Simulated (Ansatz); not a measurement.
NaBr:
Space group Fm-3m (No. 225); a = b = c = 6.035 Å, α = β = γ = 90.00°

| atom | site | symmetry | x | y | z |
|---|---|---|---|---|---|
| Na | 4a | m-3m | 0.0000 | 0.0000 | 0.0000 |
| Br | 4b | m-3m | 0.5000 | 0.5000 | 0.5000 |
(The calculation used a cell of 2 atoms; values per cell refer to that cell.)

This is the PBE-relaxed structure.

All from plane-wave PAW PBE (Ansatz code), unless another level is named. Estimate the bulk modulus (Birch–Murnaghan fit).

19.4 GPa.

Give the elastic constants (relaxed ions, GPa).

C11 = 38.4, C12 = 9.9, C44 = 9.6.

Predict the zero-point energy.

19.1 meV/atom.

What about the vibrational entropy at 300 K?

44.8 J/(K·mol of atoms).

Symmetry was held in the PBE relaxation; phonons on a q-mesh show no instability.

Potentials: the later of the program's two PAW sets.
